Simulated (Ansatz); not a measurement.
HfO2: rattling a relaxed structure

It comes from a database structure that was distorted and then relaxed.

Computed with DFT PBE, scalar-relativistic, plane waves, PAW in Ansatz 0.2.0. Plane waves to 420 eV, a k mesh through Γ of 8×8×8 on the computed 3-atom cell and Gaussian smearing (0.02 eV); no spin polarisation.

The cell below (3 atoms, space group Fm-3m (No. 225)) is relaxed within its symmetry.

```
Hf O
1.0
     0.00000    2.54883    2.54883
     2.54883    0.00000    2.54883
     2.54883    2.54883    0.00000
Hf O
1 2
Direct
  0.00000 0.00000 0.00000
  0.75000 0.75000 0.75000
  0.25000 0.25000 0.25000
```

For the test a repeat of it with 6 atoms (edges 3.60, 3.60, 6.24 Å) was strained at random (σ = 1.5 % a component), the atoms were moved at random (σ = 0.05 Å), and all was relaxed again on a coarse 6×6×6 mesh (in the run’s order of axes) with 0.10 eV smearing, with no symmetry imposed.

These runs have no spin–orbit coupling, which can matter for Hf.

Question: Is the structure stable against such a distortion?

Answer: It returns, within 1 meV/atom of the unmoved cell on that mesh and with the same symmetry when read at 0.1 Å. So it is stable against the distortions that fit this cell and that this random move excites. Modes that don't fit the cell aren't tested.
